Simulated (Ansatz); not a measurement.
## Zone-centre phonons of HgTe at 16 GPa: input and output

Method: DFT PBE, scalar-relativistic, plane waves, PAW in Ansatz.

Launched with:
```bash
ansatz run input.yaml --threads 1 --pin off --max-ram 3072MiB --backend cpu --events-out ev --progress --plain --runs-dir out
```

Input (bare energies are in eV):
```yaml
crystal:
  lattice:
    - [0.0, 3.0623501766, 3.0623501766]
    - [3.0623501766, 0.0, 3.0623501766]
    - [3.0623501766, 3.0623501766, 0.0]
  atoms:
    - { symbol: Hg, position: [0.0, 0.0, 0.0] }
    - { symbol: Te, position: [0.75, 0.75, 0.75] }
basis:
  ecutwfc: 420
kpoints:
  mp_grid: { grid: [12, 12, 12] }
hamiltonian:
  xc: pbe
scf:
  occupations: { method: fermi_dirac, width: 0.15 }
output:
  eigenvalues: true
phonons:
  method: dfpt
  eigenvectors: true
```

Results section of the output:
```
--- Phonons (Γ-DFPT): 2 representative perturbations + reference, on 163 of 1728 k-points (Σ response iterations 6) ---
  k mesh reduced under 8 symmetry operations, with k and −k counted as one. Each operation leaves every solved displacement unchanged or reverses it
  ASR residual: 1.034e-4 → 0.000e0 eV/Å²; symmetrization residual: 5.634e-5 eV/Å²
  ASR residual per site (eV/Å²): 1.03e-4 7.22e-5
  Γ frequencies (cm⁻¹): 0.00 0.00 0.00 162.59 162.59 162.59
  non-analytic LO–TO correction: not included (Born effective charges unavailable; polar crystals: no LO–TO splitting at Γ)
```

The run took 36 s on 1 thread of Intel(R) Xeon(R) 6975P-C (Granite Rapids), on a shared host, peak memory 0.88 GiB.

Without a gap, frequencies and elastic constants depend on the k mesh and the smearing, soft modes and shear constants most. Spin–orbit coupling is left out, which can shift energies with elements as heavy as these.

The bands only touch here, so at this level the crystal is a zero-gap semiconductor or semimetal, not an ordinary metal; spin–orbit coupling, left out, moves these levels but leaves zinc-blende mercury chalcogenides without a gap.